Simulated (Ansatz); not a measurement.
## LiF: all-electron results

```yaml
crystal:
  lattice:
    - [0.00000, 2.18257, 2.18257]
    - [2.18257, 0.00000, 2.18257]
    - [2.18257, 2.18257, 0.00000]
  atoms:
    - { symbol: Li, position: [0.00000, 0.00000, 0.00000] }
    - { symbol: F, position: [0.25000, 0.25000, 0.25000] }
```

Atom numbers follow the list: Li1, F2.

The structure comes from a relaxation in the same program, started in the zincblende type, and has space group F-43m. Whether it is a known phase or the ground state wasn't checked.

Levels of theory: DFT, PBE, all-electron LAPW, scalar-relativistic (Ansatz 0.2.0); DFT, PBE, PAW with Ansatz's default frozen-core files, scalar-relativistic (Ansatz 0.2.0).

For LAPW: a Γ-centred 16×16×16 k mesh, Fermi–Dirac smearing of 0.03 eV, basis error target 0.5 meV/atom, no spin polarisation. PAW takes a cutoff of 420 eV at this cell. The Ansatz runs share mesh, smearing and spin set-up. Values come from LAPW unless marked.

```yaml
Volume_per_atom: 70.2 bohr³
Pressure_at_this_cell: -0.06 GPa
```

(1) Give the computed value. Bader charges (from the PAW run).

(2) Löwdin charges (with 0.06 e of the cell spilling out of the atomic basis, so their sizes and signs hang on that basis): what does the calculation give?

(3) Band gap: what does the calculation give?

## Answers

(1) Li1 +0.90, F2 -0.90 e.

(2) Li1 0.80, F2 -0.74 e.

(3) 7.64 eV, direct at Γ.
